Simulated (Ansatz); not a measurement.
# Titanium, hcp under PBEsol: structure, energy and stiffness, part 2 of 3

The plan for titanium in the hcp structure: relax it, solve it on a dense k-mesh, switch on spin-orbit coupling, then scale the cell to 7 volumes from 88 to 112 % of the relaxed one and try a fit of the equation of state. The start is ferromagnetic. The k-meshes are 12×12×7 for the relaxation; 20×20×11 for the dense run; 12×12×7 for spin-orbit coupling; 20×20×11 for the volumes. The starting cell is the deposited one, from the Crystallography Open Database.

Ansatz 0.2.0; DFT, PBEsol, plane waves (420 eV) with PAW, scalar-relativistic.

### 3 Dense single point

Contents of input.yaml:

```yaml
crystal:
  lattice:
    - [2.9006741627, 0.0, 0.0]
    - [-1.4503370813, 2.512057513, 0.0]
    - [0.0, 0.0, 4.5927264989]
  atoms:
    - { symbol: Ti, position: [0.3333333333, 0.6666666667, 0.25], spin: 1.0 }
    - { symbol: Ti, position: [0.6666666667, 0.3333333333, 0.75], spin: 1.0 }
hamiltonian:
  xc: pbesol
  pseudopotentials:
    kind: paw
    azcp:
      Ti: "pseudopotentials/Ti.paw.azcp"
basis:
  ecutwfc: 420
  fft_grid_basis: typed
kpoints:
  mp_grid: { grid: [20, 20, 11], shift: [0, 0, 0] }
magnetization:
  spin_polarized: true
scf:
  occupations: { method: fermi_dirac, width: 0.05 }
```

Output, cut to the lines that bear on the results:

```text
Warning: <dir> the record states the generating functional pbe (its physics header spells it `PBE`), which answers neither for hamiltonian.xc's functional nor for the pbesol family's — results may be inconsistent (PPs are generated against a specific XC)
Warning: RAYON_NUM_THREADS=4 ignored (pool sized by the plan → 4); use --threads N
[...]
Pseudopotentials: kind: paw
Pseudopotential: Ti, paw, valence charge 12, recommended cutoff 420 eV (normal), <dir>
Functional definition: PBEsol
[...]
Crystal: 2 atoms, lattice volume = 33.466 Å³
Basis set: ecut = 420 eV, 627 PW (Γ)
Bands: 17, of which v1, the nominal top of the filled ones, is band 12 counted from 1 (11 counted from 0)
Symmetry: 24 space group operations
[...]
WARN: the starting moments were not kept: the SCF closed with an absolute magnetisation of 5.9e-7 μB, where they sum to 2 μB in size (2 sites). That is at most 0.1 of that sum. Measured as dr2_m measures the in/out step, that magnetisation stands 3.5e-14 eV from none, at or under the [...]
SCF converged after 10 iterations
Magnetization: 0.0000 μB (12.0000 up, 12.0000 down)
Absolute magnetization: 0.0000 μB (∫|ρ↑−ρ↓|, with the PAW one-centre terms)
Spin contamination: 0.0000 ħ² per cell (⟨S²⟩ above its minimum at these occupations)
Per-site moments (μB) at R_I (Å): [(1.1251138751583498e-8, 1.172394452338256), (1.1251138779379179e-8, 1.172394452338256)]
Free energy (F): -4947.801339 eV
[...]
E sigma→0 (E₀):  -4947.792973 eV
Entropy (-TS):   -0.016732 eV (-8.366 meV/atom)
Fermi energy:    13.854570 eV
[...]
```

It took 5 s on 4 threads of an Arm CPU, shared host; peak memory 0.51 GiB.

### 4 A two-component run at the same geometry

Contents of input.yaml:

```yaml
crystal:
  lattice:
    - [2.9006741627, 0.0, 0.0]
    - [-1.4503370813, 2.512057513, 0.0]
    - [0.0, 0.0, 4.5927264989]
  atoms:
    - { symbol: Ti, position: [0.3333333333, 0.6666666667, 0.25], spin: 1.0, spin_axis: [0, 0, 1] }
    - { symbol: Ti, position: [0.6666666667, 0.3333333333, 0.75], spin: 1.0, spin_axis: [0, 0, 1] }
hamiltonian:
  xc: pbesol
  pseudopotentials:
    kind: paw_fr
    azcp:
      Ti: "pseudopotentials/Ti.paw.azcp"
basis:
  ecutwfc: 420
  fft_grid_basis: typed
kpoints:
  mp_grid: { grid: [12, 12, 7], shift: [0, 0, 0] }
magnetization:
  noncollinear: true
  spin_orbit: true
scf:
  occupations: { method: fermi_dirac, width: 0.05 }
```

Output, cut to the lines that bear on the results:

```text
Warning: <dir> the record states the generating functional pbe (its physics header spells it `PBE`), which answers neither for hamiltonian.xc's functional nor for the pbesol family's — results may be inconsistent (PPs are generated against a specific XC)
Warning: RAYON_NUM_THREADS=4 ignored (pool sized by the plan → 4); use --threads N
[...]
Pseudopotentials: kind: paw_fr
Pseudopotential: Ti, paw_fr, valence charge 12, recommended cutoff 420 eV (normal), <dir>
Functional definition: PBEsol
[...]
Crystal: 2 atoms, lattice volume = 33.466 Å³
Basis set: ecut = 420 eV, 627 PW (Γ)
Bands: 32, of which v1, the nominal top of the filled ones, is band 24 counted from 1 (23 counted from 0)
[...]
WARN: the starting moments were not kept: the SCF closed with an absolute magnetisation of 4.6e-6 μB, where they sum to 2 μB in size (2 sites). That is at most 0.1 of that sum. Measured as dr2_m measures the in/out step, that magnetisation stands 3.0e-12 eV from none, at or under the [...]
SCF converged after 15 iterations
Magnetization: |M| = 0.0000 μB,  M = (+0.0000, +0.0000, -0.0000) μB
Absolute magnetization: 0.0000 μB (∫|m|, with the PAW one-centre terms)
  site 0: m = (+0.0000, +0.0000, -0.0000) μB, |m| = 0.0000 μB  (R = 1.17 Å)
  site 1: m = (-0.0000, -0.0000, -0.0000) μB, |m| = 0.0000 μB  (R = 1.17 Å)
Free energy (F): -4947.935129 eV
[...]
E sigma→0 (E₀):  -4947.926213 eV
Entropy (-TS):   -0.017833 eV (-8.916 meV/atom)
Fermi energy:    13.851519 eV
[...]
```

It took 10 s on 4 threads of an Arm CPU, shared host; peak memory 0.51 GiB.

With and without spin-orbit coupling:

|  | scalar-relativistic | with spin-orbit coupling |
| --- | --- | --- |
| k-mesh | 20×20×11 | 12×12×7 |
| gap on the mesh | none (levels filled in part) | none (levels filled in part) |
| magnetic state | non-magnetic | non-magnetic |

The meshes differ, so small differences between the columns need not come from spin-orbit coupling.

### 5 The cell scaled to 88 % of its volume

Contents of input.yaml:

```yaml
crystal:
  lattice:
    - [2.7796695564, 0.0, 0.0]
    - [-1.3898347782, 2.4072644499, 0.0]
    - [0.0, 0.0, 4.401136189]
  atoms:
    - { symbol: Ti, position: [0.3333333333, 0.6666666667, 0.25], spin: 1.0 }
    - { symbol: Ti, position: [0.6666666667, 0.3333333333, 0.75], spin: 1.0 }
hamiltonian:
  xc: pbesol
  pseudopotentials:
    kind: paw
    azcp:
      Ti: "pseudopotentials/Ti.paw.azcp"
basis:
  ecutwfc: 420
  fft_grid_basis: typed
kpoints:
  mp_grid: { grid: [20, 20, 11], shift: [0, 0, 0] }
magnetization:
  spin_polarized: true
scf:
  occupations: { method: fermi_dirac, width: 0.05 }
output:
  stress: true
```

Output, cut to the lines that bear on the results:

```text
Warning: <dir> the record states the generating functional pbe (its physics header spells it `PBE`), which answers neither for hamiltonian.xc's functional nor for the pbesol family's — results may be inconsistent (PPs are generated against a specific XC)
Warning: RAYON_NUM_THREADS=4 ignored (pool sized by the plan → 4); use --threads N
[...]
Pseudopotentials: kind: paw
Pseudopotential: Ti, paw, valence charge 12, recommended cutoff 420 eV (normal), <dir>
Functional definition: PBEsol
[...]
Crystal: 2 atoms, lattice volume = 29.450 Å³
Basis set: ecut = 420 eV, 579 PW (Γ)
Bands: 17, of which v1, the nominal top of the filled ones, is band 12 counted from 1 (11 counted from 0)
Symmetry: 24 space group operations
[...]
WARN: the starting moments were not kept: the SCF closed with an absolute magnetisation of 4.8e-7 μB, where they sum to 2 μB in size (2 sites). That is at most 0.1 of that sum. Measured as dr2_m measures the in/out step, that magnetisation stands 2.5e-14 eV from none, at or under the [...]
SCF converged after 10 iterations
Magnetization: 0.0000 μB (12.0000 up, 12.0000 down)
Absolute magnetization: 0.0000 μB (∫|ρ↑−ρ↓|, with the PAW one-centre terms)
Spin contamination: 0.0000 ħ² per cell (⟨S²⟩ above its minimum at these occupations)
Per-site moments (μB) at R_I (Å): [(5.3768839664945575e-8, 1.1234868118460448), (5.376883934183909e-8, 1.1234868118460448)]
Free energy (F): -4947.586213 eV
[...]
E sigma→0 (E₀):  -4947.578707 eV
Entropy (-TS):   -0.015012 eV (-7.506 meV/atom)
Fermi energy:    16.052561 eV
[...]
--- Stress (GPa, compression-positive) ---
       18.785410       0.000000       0.000000
        0.000000      18.785410       0.000000
        0.000000       0.000000      19.245085
  P = ⅓ Tr σ = 18.9386 GPa (189.386 kbar)
```

It took 6.3 s on 4 threads of an Arm CPU, shared host; peak memory 0.49 GiB.

### 6 The cell scaled to 92 % of its volume

Changes to input.yaml since step 5:

```diff
@@ -2,5 +2,5 @@
   lattice:
-    - [2.7796695564, 0.0, 0.0]
-    - [-1.3898347782, 2.4072644499, 0.0]
-    - [0.0, 0.0, 4.401136189]
+    - [2.8211632791, 0.0, 0.0]
+    - [-1.4105816396, 2.4431990679, 0.0]
+    - [0.0, 0.0, 4.4668344747]
   atoms:
```

Output, cut to the lines that bear on the results:

```text
Warning: <dir> the record states the generating functional pbe (its physics header spells it `PBE`), which answers neither for hamiltonian.xc's functional nor for the pbesol family's — results may be inconsistent (PPs are generated against a specific XC)
Warning: RAYON_NUM_THREADS=4 ignored (pool sized by the plan → 4); use --threads N
[...]
Pseudopotentials: kind: paw
Pseudopotential: Ti, paw, valence charge 12, recommended cutoff 420 eV (normal), <dir>
Functional definition: PBEsol
[...]
Crystal: 2 atoms, lattice volume = 30.788 Å³
Basis set: ecut = 420 eV, 603 PW (Γ)
Bands: 17, of which v1, the nominal top of the filled ones, is band 12 counted from 1 (11 counted from 0)
Symmetry: 24 space group operations
[...]
WARN: the starting moments were not kept: the SCF closed with an absolute magnetisation of 3.6e-7 μB, where they sum to 2 μB in size (2 sites). That is at most 0.1 of that sum. Measured as dr2_m measures the in/out step, that magnetisation stands 1.2e-14 eV from none, at or under the [...]
SCF converged after 10 iterations
Magnetization: 0.0000 μB (12.0000 up, 12.0000 down)
Absolute magnetization: 0.0000 μB (∫|ρ↑−ρ↓|, with the PAW one-centre terms)
Spin contamination: 0.0000 ħ² per cell (⟨S²⟩ above its minimum at these occupations)
Per-site moments (μB) at R_I (Å): [(2.519822040544839e-8, 1.1402577442554298), (2.519822041437554e-8, 1.1402577442554298)]
Free energy (F): -4947.712100 eV
[...]
E sigma→0 (E₀):  -4947.704381 eV
Entropy (-TS):   -0.015438 eV (-7.719 meV/atom)
Fermi energy:    15.260906 eV
[...]
--- Stress (GPa, compression-positive) ---
       11.372665       0.000000       0.000000
       -0.000000      11.372665       0.000000
        0.000000       0.000000      11.533614
  P = ⅓ Tr σ = 11.4263 GPa (114.263 kbar)
```

Wall time 5.5 s (4 threads of an Arm CPU, shared host); peak memory 0.49 GiB.

### 7 The cell scaled to 96 % of its volume

Changes to input.yaml since step 6:

```diff
@@ -2,5 +2,5 @@
   lattice:
-    - [2.8211632791, 0.0, 0.0]
-    - [-1.4105816396, 2.4431990679, 0.0]
-    - [0.0, 0.0, 4.4668344747]
+    - [2.8614710575, 0.0, 0.0]
+    - [-1.4307355287, 2.478106628, 0.0]
+    - [0.0, 0.0, 4.5306550183]
   atoms:
```

Output, cut to the lines that bear on the results:

```text
Warning: <dir> the record states the generating functional pbe (its physics header spells it `PBE`), which answers neither for hamiltonian.xc's functional nor for the pbesol family's — results may be inconsistent (PPs are generated against a specific XC)
Warning: RAYON_NUM_THREADS=4 ignored (pool sized by the plan → 4); use --threads N
[...]
Pseudopotentials: kind: paw
Pseudopotential: Ti, paw, valence charge 12, recommended cutoff 420 eV (normal), <dir>
Functional definition: PBEsol
[...]
Crystal: 2 atoms, lattice volume = 32.127 Å³
Basis set: ecut = 420 eV, 615 PW (Γ)
Bands: 17, of which v1, the nominal top of the filled ones, is band 12 counted from 1 (11 counted from 0)
Symmetry: 24 space group operations
[...]
WARN: the starting moments were not kept: the SCF closed with an absolute magnetisation of 4.8e-7 μB, where they sum to 2 μB in size (2 sites). That is at most 0.1 of that sum. Measured as dr2_m measures the in/out step, that magnetisation stands 2.2e-14 eV from none, at or under the [...]
SCF converged after 10 iterations
Magnetization: 0.0000 μB (12.0000 up, 12.0000 down)
Absolute magnetization: 0.0000 μB (∫|ρ↑−ρ↓|, with the PAW one-centre terms)
Spin contamination: 0.0000 ħ² per cell (⟨S²⟩ above its minimum at these occupations)
Per-site moments (μB) at R_I (Å): [(1.7648882999501217e-8, 1.1565493416991126), (1.764888295825446e-8, 1.1565493416991126)]
Free energy (F): -4947.780626 eV
[...]
E sigma→0 (E₀):  -4947.772596 eV
Entropy (-TS):   -0.016059 eV (-8.030 meV/atom)
Fermi energy:    14.530407 eV
[...]
--- Stress (GPa, compression-positive) ---
        5.163639       0.000000       0.000000
        0.000000       5.163639       0.000000
        0.000000       0.000000       5.177245
  P = ⅓ Tr σ = 5.1682 GPa (51.682 kbar)
```

Run time: 5.3 s. Hardware: 4 threads of an Arm CPU, shared host; peak memory 0.51 GiB.

### 8 The cell scaled to 100 % of its volume

Changes to input.yaml since step 7:

```diff
@@ -2,5 +2,5 @@
   lattice:
-    - [2.8614710575, 0.0, 0.0]
-    - [-1.4307355287, 2.478106628, 0.0]
-    - [0.0, 0.0, 4.5306550183]
+    - [2.9006741627, 0.0, 0.0]
+    - [-1.4503370813, 2.512057513, 0.0]
+    - [0.0, 0.0, 4.5927264989]
   atoms:
```

Output, cut to the lines that bear on the results:

```text
Warning: <dir> the record states the generating functional pbe (its physics header spells it `PBE`), which answers neither for hamiltonian.xc's functional nor for the pbesol family's — results may be inconsistent (PPs are generated against a specific XC)
Warning: RAYON_NUM_THREADS=4 ignored (pool sized by the plan → 4); use --threads N
[...]
Pseudopotentials: kind: paw
Pseudopotential: Ti, paw, valence charge 12, recommended cutoff 420 eV (normal), <dir>
Functional definition: PBEsol
[...]
Crystal: 2 atoms, lattice volume = 33.466 Å³
Basis set: ecut = 420 eV, 627 PW (Γ)
Bands: 17, of which v1, the nominal top of the filled ones, is band 12 counted from 1 (11 counted from 0)
Symmetry: 24 space group operations
[...]
WARN: the starting moments were not kept: the SCF closed with an absolute magnetisation of 5.9e-7 μB, where they sum to 2 μB in size (2 sites). That is at most 0.1 of that sum. Measured as dr2_m measures the in/out step, that magnetisation stands 3.5e-14 eV from none, at or under the [...]
SCF converged after 10 iterations
Magnetization: 0.0000 μB (12.0000 up, 12.0000 down)
Absolute magnetization: 0.0000 μB (∫|ρ↑−ρ↓|, with the PAW one-centre terms)
Spin contamination: 0.0000 ħ² per cell (⟨S²⟩ above its minimum at these occupations)
Per-site moments (μB) at R_I (Å): [(1.1251139249060127e-8, 1.172394452338256), (1.1251139256827661e-8, 1.172394452338256)]
Free energy (F): -4947.801339 eV
[...]
E sigma→0 (E₀):  -4947.792973 eV
Entropy (-TS):   -0.016732 eV (-8.366 meV/atom)
Fermi energy:    13.854570 eV
[...]
--- Stress (GPa, compression-positive) ---
       -0.026979       0.000000       0.000000
        0.000000      -0.026979      -0.000000
        0.000000      -0.000000      -0.099479
  P = ⅓ Tr σ = -0.0511 GPa (-0.511 kbar)
```

It took 5.4 s on 4 threads of an Arm CPU, shared host; peak memory 0.51 GiB.

### 9 The cell scaled to 104 % of its volume

Changes to input.yaml since step 8:

```diff
@@ -2,5 +2,5 @@
   lattice:
-    - [2.9006741627, 0.0, 0.0]
-    - [-1.4503370813, 2.512057513, 0.0]
-    - [0.0, 0.0, 4.5927264989]
+    - [2.9388453053, 0.0, 0.0]
+    - [-1.4694226527, 2.5451146922, 0.0]
+    - [0.0, 0.0, 4.6531640415]
   atoms:
```

Output, cut to the lines that bear on the results:

```text
Warning: <dir> the record states the generating functional pbe (its physics header spells it `PBE`), which answers neither for hamiltonian.xc's functional nor for the pbesol family's — results may be inconsistent (PPs are generated against a specific XC)
Warning: RAYON_NUM_THREADS=4 ignored (pool sized by the plan → 4); use --threads N
[...]
Pseudopotentials: kind: paw
Pseudopotential: Ti, paw, valence charge 12, recommended cutoff 420 eV (normal), <dir>
Functional definition: PBEsol
[...]
Crystal: 2 atoms, lattice volume = 34.804 Å³
Basis set: ecut = 420 eV, 687 PW (Γ)
Bands: 17, of which v1, the nominal top of the filled ones, is band 12 counted from 1 (11 counted from 0)
Symmetry: 24 space group operations
[...]
WARN: the starting moments were not kept: the SCF closed with an absolute magnetisation of 1.3e-6 μB, where they sum to 2 μB in size (2 sites). That is at most 0.1 of that sum. Measured as dr2_m measures the in/out step, that magnetisation stands 2.5e-13 eV from none, at or under the [...]
SCF converged after 9 iterations
Magnetization: 0.0000 μB (12.0000 up, 12.0000 down)
Absolute magnetization: 0.0000 μB (∫|ρ↑−ρ↓|, with the PAW one-centre terms)
Spin contamination: 0.0000 ħ² per cell (⟨S²⟩ above its minimum at these occupations)
Per-site moments (μB) at R_I (Å): [(3.554832916051432e-7, 1.1878224643606057), (3.5548329153390046e-7, 1.1878224643606057)]
Free energy (F): -4947.782165 eV
[...]
E sigma→0 (E₀):  -4947.773453 eV
Entropy (-TS):   -0.017423 eV (-8.712 meV/atom)
Fermi energy:    13.227760 eV
[...]
--- Stress (GPa, compression-positive) ---
       -4.358076      -0.000000       0.000000
       -0.000000      -4.358076       0.000000
        0.000000       0.000000      -4.500343
  P = ⅓ Tr σ = -4.4055 GPa (-44.055 kbar)
```

Run time: 5.4 s. Hardware: 4 threads of an Arm CPU, shared host; peak memory 0.52 GiB.

### 10 The cell scaled to 108 % of its volume

Changes to input.yaml since step 9:

```diff
@@ -2,5 +2,5 @@
   lattice:
-    - [2.9388453053, 0.0, 0.0]
-    - [-1.4694226527, 2.5451146922, 0.0]
-    - [0.0, 0.0, 4.6531640415]
+    - [2.9760498284, 0.0, 0.0]
+    - [-1.4880249142, 2.5773347543, 0.0]
+    - [0.0, 0.0, 4.7120711057]
   atoms:
```

Output, cut to the lines that bear on the results:

```text
Warning: <dir> the record states the generating functional pbe (its physics header spells it `PBE`), which answers neither for hamiltonian.xc's functional nor for the pbesol family's — results may be inconsistent (PPs are generated against a specific XC)
Warning: RAYON_NUM_THREADS=4 ignored (pool sized by the plan → 4); use --threads N
[...]
Pseudopotentials: kind: paw
Pseudopotential: Ti, paw, valence charge 12, recommended cutoff 420 eV (normal), <dir>
Functional definition: PBEsol
[...]
Crystal: 2 atoms, lattice volume = 36.143 Å³
Basis set: ecut = 420 eV, 687 PW (Γ)
Bands: 17, of which v1, the nominal top of the filled ones, is band 12 counted from 1 (11 counted from 0)
Symmetry: 24 space group operations
[...]
WARN: the starting moments were not kept: the SCF closed with an absolute magnetisation of 8.9e-7 μB, where they sum to 2 μB in size (2 sites). That is at most 0.1 of that sum. Measured as dr2_m measures the in/out step, that magnetisation stands 8.5e-14 eV from none, at or under the [...]
SCF converged after 10 iterations
Magnetization: 0.0000 μB (12.0000 up, 12.0000 down)
Absolute magnetization: 0.0000 μB (∫|ρ↑−ρ↓|, with the PAW one-centre terms)
Spin contamination: 0.0000 ħ² per cell (⟨S²⟩ above its minimum at these occupations)
Per-site moments (μB) at R_I (Å): [(7.403623599598822e-9, 1.2028597881098946), (7.403623596530237e-9, 1.2028597881098946)]
Free energy (F): -4947.729725 eV
[...]
E sigma→0 (E₀):  -4947.720659 eV
Entropy (-TS):   -0.018131 eV (-9.066 meV/atom)
Fermi energy:    12.644993 eV
[...]
--- Stress (GPa, compression-positive) ---
       -7.965356      -0.000000       0.000000
        0.000000      -7.965356       0.000000
        0.000000       0.000000      -8.175413
  P = ⅓ Tr σ = -8.0354 GPa (-80.354 kbar)
```

Run time: 6.1 s. Hardware: 4 threads of an Arm CPU, shared host; peak memory 0.52 GiB.

### 11 The cell scaled to 112 % of its volume

Changes to input.yaml since step 10:

```diff
@@ -2,5 +2,5 @@
   lattice:
-    - [2.9760498284, 0.0, 0.0]
-    - [-1.4880249142, 2.5773347543, 0.0]
-    - [0.0, 0.0, 4.7120711057]
+    - [3.0123466962, 0.0, 0.0]
+    - [-1.5061733481, 2.6087687639, 0.0]
+    - [0.0, 0.0, 4.7695410514]
   atoms:
```

Output, cut to the lines that bear on the results:

```text
Warning: <dir> the record states the generating functional pbe (its physics header spells it `PBE`), which answers neither for hamiltonian.xc's functional nor for the pbesol family's — results may be inconsistent (PPs are generated against a specific XC)
Warning: RAYON_NUM_THREADS=4 ignored (pool sized by the plan → 4); use --threads N
[...]
Pseudopotentials: kind: paw
Pseudopotential: Ti, paw, valence charge 12, recommended cutoff 420 eV (normal), <dir>
Functional definition: PBEsol
[...]
Crystal: 2 atoms, lattice volume = 37.482 Å³
Basis set: ecut = 420 eV, 723 PW (Γ)
Bands: 17, of which v1, the nominal top of the filled ones, is band 12 counted from 1 (11 counted from 0)
Symmetry: 24 space group operations
[...]
WARN: the starting moments were not kept: the SCF closed with an absolute magnetisation of 9.8e-7 μB, where they sum to 2 μB in size (2 sites). That is at most 0.1 of that sum. Measured as dr2_m measures the in/out step, that magnetisation stands 9.9e-14 eV from none, at or under the [...]
SCF converged after 10 iterations
Magnetization: 0.0000 μB (12.0000 up, 12.0000 down)
Absolute magnetization: 0.0000 μB (∫|ρ↑−ρ↓|, with the PAW one-centre terms)
Spin contamination: 0.0000 ħ² per cell (⟨S²⟩ above its minimum at these occupations)
Per-site moments (μB) at R_I (Å): [(-1.0864568235626761e-8, 1.2175302557561831), (-1.0864568120317339e-8, 1.2175302557561831)]
Free energy (F): -4947.649581 eV
[...]
E sigma→0 (E₀):  -4947.640139 eV
Entropy (-TS):   -0.018884 eV (-9.442 meV/atom)
Fermi energy:    12.101777 eV
[...]
--- Stress (GPa, compression-positive) ---
      -10.964098       0.000000       0.000000
       -0.000000     -10.964098       0.000000
        0.000000       0.000000     -11.238078
  P = ⅓ Tr σ = -11.0554 GPa (-110.554 kbar)
```

Wall time 5.9 s (4 threads of an Arm CPU, shared host); peak memory 0.54 GiB.

### 12 The equation of state

The cell was scaled evenly, with its shape and the fractional positions fixed.

| V (Å³/atom) | E − E₀ (meV/atom) | P from the stress (GPa) | P from the fit (GPa) |
| --- | --- | --- | --- |
| 14.725 | 107.1 | 18.94 | 18.93 |
| 15.394 | 44.3 | 11.43 | 11.39 |
| 16.064 | 10.2 | 5.17 | 5.12 |
| 16.733 | 0.0 | -0.05 | -0.09 |
| 17.402 | 9.8 | -4.41 | -4.44 |
| 18.071 | 36.2 | -8.04 | -8.08 |
| 18.741 | 76.4 | -11.06 | -11.11 |

Fit (Birch-Murnaghan, third order): V₀ = 16.720 Å³/atom, B₀ = 119 GPa, B₀′ = 3.5, largest residual 0.01 meV/atom.

(Part 2 of 3 ends here.)
